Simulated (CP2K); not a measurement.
# PbSe (Clausthalite) under changes of volume

One of the cells (28.671 Å³/atom); the others are scaled copies at fixed shape and fractional positions:

```
CELL_PARAMETERS angstrom
4.32841 0.00000 0.00000
2.16421 3.74852 0.00000
2.16421 1.24951 3.53413
ATOMIC_POSITIONS crystal
Pb 0.00000 0.00000 0.00000
Se 0.50000 0.50000 0.50000
```

- Program: CP2K 2026.2
- Functional: PBEsol
- Potentials or basis: POTENTIAL_UZH Pb GTH-PBE-q4, Se GTH-PBE-q6; TZVP-MOLOPT-PBE-GTH basis
- Density cutoff: 6123 eV
- k mesh: 8 × 8 × 8
- Occupations: fermi-dirac, width 0.05 eV
- Spin: no spin polarisation

```tsv
volume (Å³/atom)	energy over the lowest point (meV/atom)	pressure (GPa)	gap on the mesh (eV)
26.951	?	?	?
27.524	23.89	4.1	0.14
28.097	11.60	2.8	0.06
28.671	3.81	1.6	0.02
29.244	0.07	0.5	0.09
29.818	0.00	-0.5	0.15
30.391	3.29	-1.4	0.21
```

Question: What does the run at 26.951 Å³/atom give?

Answer: Energy over the lowest point 41.25 meV/atom; pressure 5.6 GPa; gap on the mesh 0.22 eV.

Worked out: A Birch-Murnaghan fit of order 3 (a polynomial in V^(-2/3)) to the other rows has its minimum at 29.54 Å³/atom with B0 = V·E''(V) = 50 GPa and B' = 4.0. It gives 41.11 meV/atom at 26.951 Å³/atom, against the run's 41.25, and -dE/dV = 5.6 GPa, against 5.6.

Energies are extrapolated to zero smearing.

Caveats: the potentials were made for another functional, which shifts forces and pressure; spin-orbit coupling is left out, which as a rule narrows the gap of such compounds by several tenths of an eV; the basis of atomic orbitals isn't converged, which shifts pressures, moduli and gaps.

A mesh can miss the band edges.
